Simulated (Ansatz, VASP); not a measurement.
**Cu in VASP and in Ansatz**

```
Cu
1.0
     0.00000    1.75981    1.75981
     1.75981    0.00000    1.75981
     1.75981    1.75981    0.00000
Cu
1
Direct
  0.00000 0.00000 0.00000
```

Alike in both runs: functional LDA; k mesh 10 × 10 × 10; occupations gaussian, width 0.1 eV; no spin polarisation.

Ansatz relaxed the structure, and its values are those at the end. VASP's run is a single point on that final structure, the one shown.

```csv
,VASP,Ansatz
version,VASP 6.6.1,Ansatz 0.2.0
potentials or method,"VASP PAW LDA potentials, release 64 (Cu)","scalar-relativistic, plane waves, PAW"
plane-wave cutoff (eV),520,420
valence electrons in the cell,11,19
```

VASP gave:

* gap on the k mesh at the Fermi level (eV): none
* pressure (GPa): 1.1

Which values does Ansatz return?

gap on the k mesh at the Fermi level (eV): none; pressure (GPa): -0.3.

A gap of «none» marks a metal or a gap that the smearing closes. The two sets of potentials don't hold the same shells in valence. Ansatz warned: «pseudo_functional_mismatch».
